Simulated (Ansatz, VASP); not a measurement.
Be: VASP beside Ansatz

```
Be
1.0
     0.00000    1.57905    1.57905
     1.57905    0.00000    1.57905
     1.57905    1.57905    0.00000
Be
1
Direct
  0.00000 0.00000 0.00000
```

The cell was built by a generator and needn't be a form met in nature.

Alike in both runs: task relaxation of cell and atoms; functional PBEsol; k mesh 14 × 14 × 14; occupations fermi-dirac, width 0.05 eV; no spin polarisation.

|  | VASP | Ansatz |
| --- | --- | --- |
| version | VASP 6.6.1 | Ansatz 0.2.0 |
| potentials or method | VASP PAW PBE potentials, release 64 (Be) | Ansatz PAW |
| plane-wave cutoff (eV) | 600 | 420 |
| valence electrons in the cell | 2 | 2 |

```csv
,VASP,Ansatz,Ansatz less VASP
"gap on the k mesh at the Fermi level, each at its own relaxed structure (eV)",none,none,-
relaxed volume (Å³/atom),7.82,7.79,-0.032
relaxed cell length with the largest relative difference (Å),2.228,2.225,-0.0031
```

A gap of «none» marks a metal or a gap that the smearing closes.

Caveats: the PAW data sets were made with another functional, which shifts forces and pressure a little (VASP); the plane-wave basis is chosen anew once the cell has moved, so the energies of steps on either side of that aren't comparable (Ansatz); the PAW data sets come from PBE, with cores solved anew for the run's functional, which leaves a small shift of forces and pressure (Ansatz).
